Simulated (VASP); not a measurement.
Al, 1 atom in the cell. It takes space group Fm-3m (No. 225, cubic). The conventional cell has a = 3.987 Å, b = 3.987 Å, c = 3.987 Å, α = 90.00°, β = 90.00°, γ = 90.00°. Around Al (site symmetry m-3m) lie 12 Al at 2.82 Å. 

```yaml
Program: VASP 6.6.1
Task: relaxation of cell and atoms
Functional: r2SCAN
Potentials_or_basis: VASP PAW PBE potentials, release 64 (Al)
Cutoff: 520 eV
k_mesh: 18 × 18 × 18
Occupations: gaussian, width 0.1 eV
Spin: no spin polarisation
Further_INCAR_settings: ALGO = Normal; EDIFF = 1e-07; IBRION = 2; EDIFFG = -0.002; NSW = 80; ISIF = 3
```

Potentials or basis: VASP PAW PBE potentials, release 64 (Al).

Launch:

```sh
$ cat potpaw_PBE.64/Al/POTCAR > POTCAR
$ mpirun -np 1 vasp_std > vasp.out
```

Hardware: 1 thread of Intel(R) Xeon(R) Platinum 8488C (Sapphire Rapids), on a shared host.

Task: Estimate the wall time of this run.

Result: Run time: 61 s on 1 thread of Intel(R) Xeon(R) Platinum 8488C (Sapphire Rapids), with other jobs on the host, peak memory 0.14 GiB. Counts: scf iterations 22, k points 195, ion steps 1.
